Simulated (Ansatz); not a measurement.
A (100) slab of SiNi (Pmmn (No. 59)), 8 planes, outer planes SiNi (top) and SiNi (bottom), with 16 atoms (Si8Ni8) in a surface cell of A = 15.345 Å², as cut from the bulk:

```
CELL_PARAMETERS angstrom
3.25831 0.00000 0.00000
0.00000 4.70939 0.00000
0.00000 0.00000 25.69349
ATOMIC_POSITIONS crystal
Si 0.50000 0.15682 0.29190
Ni 0.50000 0.65769 0.29190
Si 0.00000 0.84318 0.35136
Ni 0.00000 0.34231 0.35136
Si 0.50000 0.15682 0.41082
Ni 0.50000 0.65769 0.41082
Si 0.00000 0.84318 0.47027
Ni 0.00000 0.34231 0.47027
Si 0.50000 0.15682 0.52973
Ni 0.50000 0.65769 0.52973
Si 0.00000 0.84318 0.58918
Ni 0.00000 0.34231 0.58918
Si 0.50000 0.15682 0.64864
Ni 0.50000 0.65769 0.64864
Si 0.00000 0.84318 0.70810
Ni 0.00000 0.34231 0.70810
```

All numbers below come from Ansatz 0.2.0, DFT PBE, scalar-relativistic, plane waves, PAW. Cutoff 420 eV; k points 11×8×1 on the computed 16-atom cell (Γ-centred); Gaussian smearing, width 0.10 eV; no spin polarisation. The cell repeats along c with a dipole correction in the vacuum.

Against the same 16 atoms in the bulk, the slab as cut lies 3.093 eV higher and the relaxed slab 2.811 eV higher. Bulk and slab both ran without spin polarisation, so these energies, and the surface energy and work of the cut from them, are those of a non-magnetic state, though Ni often carries moments.

(1) Work out the surface energy before and after relaxation.

(2) What is the ideal work of this cut, per area?

The slab was run without spin polarisation; whether its Ni atoms carry moments at the surface wasn't tested.

Results:

(1) The slab has two faces, so γ = (E_slab − N·E_bulk)/(2A), the mean of both. As cut: 3.093/(2 × 15.345) = 0.1008 eV/Å², and 1 eV/Å² = 16.02 J/m², so γ = 1.61 J/m². Relaxed: 2.811/(2 × 15.345) = 0.0916 eV/Å² = 1.47 J/m². Relaxation recovers 9 % of the cost of cutting.

(2) Griffith's ideal work is 2γ: 3.23 J/m² if the new faces stay rigid, 2.93 J/m² if they relax. One thickness was run, 8 planes, so γ can still shift with it.

The reference crystal is a form of SiNi, which isn't its usual structure.